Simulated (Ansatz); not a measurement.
Crystal: Ti.

```
CELL_PARAMETERS angstrom
-1.64100 1.64100 1.64100
1.64100 -1.64100 1.64100
1.64100 1.64100 -1.64100
ATOMIC_POSITIONS crystal
Ti 0.00000 0.00000 0.00000
```

This isn't the form of Ti at room conditions, which is hcp.

- Program: Ansatz 0.2.0
- Task: relaxation of cell and atoms
- Functional: LDA
- Potentials or basis: Ansatz PAW
- Cutoff: 420 eV (not typed: the program's choice for these potentials)
- k mesh: 11 × 11 × 11
- Occupations: fermi-dirac, width 0.05 eV
- Spin: no spin polarisation

At the start: volume 17.68 Å³/atom.

Question: Where does the relaxation end?

Answer: It ends after 7 steps and the volume is 15.85 Å³/atom (-10.3 %); space group Im-3m (No. 229, to 0.05 Å).

The path:
```tsv
step	energy change (eV)	largest force (eV/Å)	volume (Å³)
1	0.0000	0.0000	17.68
2	-0.0578	0.0000	15.21
3	-0.0677	0.0000	15.94
4	-0.0679	0.0000	15.86
5	-0.0677	0.0000	15.86
6	-0.0677	0.0000	15.85
7	-0.0677	0.0000	15.85
```

Final structure:
```xyz
1
Lattice="-1.5824 1.5824 1.5824 1.5824 -1.5824 1.5824 1.5824 1.5824 -1.5824" Properties=species:S:1:pos:R:3 pbc="T T T"
Ti    0.0000    0.0000    0.0000
```

Caveat: the plane-wave basis is chosen anew once the cell has moved, so the energies of steps on either side of that aren't comparable; the PAW data sets come from PBE, with cores solved anew for the run's functional, which leaves a small shift of forces and pressure.
